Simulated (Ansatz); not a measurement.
Clamped-ion strain scan in Ta4N5

These are results of DFT r2SCAN, scalar-relativistic, plane waves, PAW (Ansatz 0.2.0), not measurements. The runs took a 500 eV cutoff, a Γ-centred 12×12×12 mesh and Gaussian smearing (0.15 eV). Spin–orbit coupling is left out, which can shift energies with elements as heavy as these. No spin polarisation. Energies are free energies at this smearing, counted from the undisturbed cell; pressure is positive in compression.

The starting cell (relaxed at this level; it needn't be the usual structure):

```xyz
9
Lattice="-3.4327 3.4327 2.1319 3.4327 -3.4327 2.1319 3.4327 3.4327 -2.1319" Properties=species:S:1:pos:R:3 pbc="T T T"
Ta    0.7250    1.9425    2.1319
Ta    1.9425   -0.7250    2.1319
Ta    1.4902    4.1577    0.0000
Ta    2.7077    1.4902    0.0000
N     0.0000    0.0000    2.1319
N    -1.3146    2.8031    2.1319
N     2.8031    1.3146    2.1319
N     0.6296    2.1181    0.0000
N     4.7473    0.6296    0.0000
```

The cell is strained by ε times the Voigt pattern (0, 0, 1, 0, 0, 0) (xx, yy, zz, yz, xz, xy; engineering shear) with fractional coordinates fixed. The cell is metallic on the mesh throughout.

```tsv
ε	ΔE (meV/atom)	stress summed along the pattern (GPa, tension positive)	pressure (GPa)
-0.0200	12.3	-18.00	7.5
-0.0100	3.1	-8.70	3.6
0.0000	0.0	-0.36	0.0
0.0050	0.5	3.47	-1.7
0.0150	5.5	10.49	-4.8
```